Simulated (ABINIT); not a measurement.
Sn in ABINIT: the effect of functional

The system is Sn.

```xyz
1
Lattice="-2.0292 2.0292 1.6608 2.0292 -2.0292 1.6608 2.0292 2.0292 -1.6608" Properties=species:S:1:pos:R:3 pbc="T T T"
Sn    0.0000    0.0000    0.0000
```

This isn't the form of Sn at room conditions, which is tetragonal (white tin).

Alike in all runs:

| Item | Value |
| --- | --- |
| Program | ABINIT 10.8.3 (patched build) |
| Task | single point |
| Potentials or basis | JTH PAW PBE v2.0 |
| Cutoff | 707 eV |
| k mesh | 10 × 10 × 10 |
| Occupations | fermi-dirac, width 0.05 eV |
| Spin | no spin polarisation |

Q: One run gave: pressure 5.2 GPa. Which functional did it use?
A. PBEsol
B. r2SCAN
C. PBE
D. BLYP
E. LDA

A: D.

| functional | pressure (GPa) |
| --- | --- |
| PBE | 0.5 |
| LDA | -3.6 |
| PBEsol | -2.3 |
| RPBE | 1.9 |
| BLYP | 5.2 |
| AM05 | -2.4 |
| r2SCAN | -0.7 |
| SCAN | -0.9 |
| revPBE | 1.5 |
| PW91 | 0.6 |
| WC | -2.0 |

Caveats: the PAW data sets were made with another functional, which shifts forces and pressure a little (some runs).
